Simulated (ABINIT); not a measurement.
PtSe2 (Sudovikovite):

```xyz
3
Lattice="3.7240 0.0000 0.0000 -1.8620 3.2251 0.0000 0.0000 0.0000 5.0620" Properties=species:S:1:pos:R:3 pbc="T T T"
Pt    0.0000    0.0000    0.0000
Se    1.8620    1.0750    3.7965
Se    0.0000    2.1501    1.2655
```

| Item | Value |
| --- | --- |
| Program | ABINIT 10.8.3 (patched build) |
| Task | single point |
| Functional | PBEsol |
| Potentials or basis | PseudoDojo NC SR PBEsol v0.4.1 standard |
| Cutoff | 1170 eV |
| k mesh | 8 × 8 × 5 |
| Occupations | fermi-dirac, width 0.05 eV |
| Spin | no spin polarisation |

On this cell: pressure 2.0 GPa; largest force 0.334 eV/Å; band gap on the k mesh none (metal or under the smearing width).

The same run follows on a disturbed copy (atoms moved at random, drawn with an rms of 0.05 Å):

```
Pt Se
1.0
     3.72400    0.00000    0.00000
    -1.86200    3.22508    0.00000
     0.00000    0.00000    5.06200
Pt Se
1 2
Direct
  0.01133 0.02263 0.00660
  0.65034 0.33135 0.74000
  0.33238 0.65513 0.24631
```

**Question.** What does the disturbed cell give?

**Answer.** The energy (extrapolated to zero smearing) moves by +39.9 meV/atom; pressure 1.9 GPa; largest force 1.964 eV/Å; band gap on the k mesh none (metal or under the smearing width).

Forces on the atoms (eV/Å):
```
Pt  -0.300 -1.584 -1.122
Se   0.443  0.499  0.273
Se  -0.143  1.085  0.849
```

Stress tensor (GPa, compression positive):
```
 1.50  0.91 -1.80
 0.91  3.81  1.68
-1.80  1.68  0.52
```
